Two choices come up before fcc tungsten can serve as a reference phase in an alloy model: where to set its volume, and whether one bulk modulus will do for both squeezing and stretching. Two rough estimates settle them. Making the distance between neighbouring atoms 1 % longer softens the metal by roughly an eighth. An error of 1 GPa in the pressure moves the apparent equilibrium volume by only about a third of a percent.

Fcc tungsten at fixed cell shape, computed with ABINIT 10.8.3 using PBE and JTH PAW PBE v2.0 datasets, without spin polarisation or spin–orbit coupling. All volumes share a plane-wave cutoff of 435.4 eV, an 11×11×11 k mesh and Fermi–Dirac smearing of 0.05 eV. Energies are counted from the minimum of a curve fitted to them.

```csv
volume (Å³/atom),energy (meV/atom),pressure (GPa)
15.73,32.93,13.860
16.06,9.67,6.670
16.40,0.18,0.260
16.73,3.68,-5.490
17.07,18.72,-10.640
17.40,43.71,-15.220
17.73,77.81,-19.340
```

**What happens**

The energy $E$ is lowest near a volume $V$ of 16.47 Å³ per atom and rises on both sides, more steeply on the compressed side. The smallest cell lies 4.5 % below that minimum and costs 33 meV per atom. An equal stretch costs about 28 meV, read from a smooth curve through the energies. The squeeze is therefore nearly a fifth dearer.

The pressure $P$ tells the same story. It falls from row to row, but by less each time. The bulk modulus, $B=-V\,dP/dV$, measures the resistance to a change of volume, and it can be taken from the pressures of neighbouring rows. It drops from 342 GPa in the most compressed interval to 216 GPa in the most stretched one, while the distance between atoms grows by only 3.4 %.

**Why the metal softens as it expands**

Two tendencies balance in a metal. Sharing the outer electrons, in tungsten chiefly the 5d electrons, pulls the atoms together. Pushing electron clouds into less space raises the kinetic energy of the electrons and drives the atoms apart. At the minimum the two forces cancel, but their rates of change do not: the repulsion varies more steeply with distance, so it supplies the stiffness. When the atoms move apart, the repulsion also fades first, and the stiffness goes with it.

This division into attraction and repulsion is a theoretical argument, since the table gives only the total energy. Its simplest form uses two inverse powers of the distance $r$ between neighbours:

$$E=\frac{a}{r^{m}}-\frac{b}{r^{n}},\qquad m>n .$$

Here $a$ and $b$ set the strengths of repulsion and attraction. With $V\propto r^3$ and the two forces equal at the minimum, differentiation gives the rate at which the modulus grows with pressure:

$$B'=\frac{dB}{dP}=2+\frac{m+n}{3}.$$

Steeper forces thus mean a modulus that changes faster. Comparing the first and last intervals on a logarithmic scale gives $B'\approx4.6$, so the two powers add up to about 8. The slope fixes only their sum, and many pairs would give the same slope.

The sum does rule out the two simplest bonding pictures. A simple model of d bonding alone, with an attraction falling as $r^{-5}$ and a repulsion as $r^{-10}$, would give $B'=7$, which is too steep. A plain electron gas, with powers 1 and 2, would give 3, which is too shallow. Tungsten lies between them, as is plausible for a metal whose d electrons bond within a sea of more mobile ones. Aluminium, which has no d bonding, lies there too, however, so the value does not prove this picture. For a related metal, the first question is therefore how steeply its attraction and repulsion together vary with distance.

**How large the effect is: a worked estimate**

The slope $B'$ found from the pressures can be used to predict the lopsidedness of the energies. Let $x=V/V_0-1$ be the fractional change from the minimum volume $V_0$. For small $x$,

$$E\approx\frac{BV_0}{2}\,x^2\left[1-\frac{B'+1}{3}\,x\right],$$

with $B$ taken at the minimum. For a change of 4.5 %, the correction in the bracket is $(5.56/3)\times0.0449\approx0.083$. The squeeze should then cost $1.083/0.917\approx1.18$ times as much as the stretch.

The energies show about the same ratio. The estimate took its slope from the pressures alone, so the two columns agree on the softening. They come from the same calculation, however, and their agreement is no test against a real sample.

The smooth curve used for the stretch is the second-order Birch form, a parabola in a strain based on $V^{-2/3}$. It corresponds to the powers 2 and 4 and was fitted by least squares to all seven energies. Its typical miss is 0.14 meV per atom, against 1.2 meV for an ordinary parabola in volume with equally many constants. It does worst at 16.40 Å³, where its miss of 0.2 meV is as large as the energy itself. The position of the minimum rests on all seven energies, not on this lowest row alone.

**Why the pressure vanishes in the wrong place**

The row at 16.40 Å³ also looks odd in its pressure. It is slightly compressed relative to the energy minimum and should show about 1.3 GPa, yet the table has 0.26 GPa. The whole pressure column has this fault. Between every pair of neighbouring rows, the mean printed pressure lies about 1 GPa below the value that follows from the change in energy.

The usual cause is the Pulay stress of a limited plane-wave basis. The energies are computed with the same cutoff at each volume, so a larger cell receives more plane waves. The pressure, by contrast, describes a small stretch in which the set of waves stays the same. Stretching such a set lowers its effective cutoff and makes the basis poorer, which raises the energy. Expansion then looks too costly, and the pressure comes out too low. The sign and the near-constancy of the offset fit this cause, and a run at a higher cutoff, where the offset should shrink, would test it.

The effect on the volume is small because tungsten is stiff. Dividing the offset by the modulus gives $0.95/293\approx0.3\,\%$, or about 0.05 Å³. The pressure indeed vanishes at 16.41 Å³ instead of 16.47 Å³.

**What to do about it**

- Take the equilibrium volume from the energy minimum. If cells are to be relaxed by their pressure, raise the cutoff until the offset no longer matters.
- Pressure differences are safe for the modulus, because a nearly constant offset cancels. The interval around 16.56 Å³ gives 284.6 GPa; carried to the minimum, this becomes $284.6\times(16.56/16.47)^{4.56}\approx292$ GPa, in line with the 292.6 GPa from the energies.
- For volume changes of more than about 1 %, use the modulus together with its slope. A single value makes compression look too cheap and expansion too dear.
- Do not use these values for ordinary tungsten parts, which are body-centred cubic. The fcc form is known to give way to a tetragonal distortion, which the fixed cell shape forbids here. The large modulus shows resistance to a uniform change of volume, not stability.
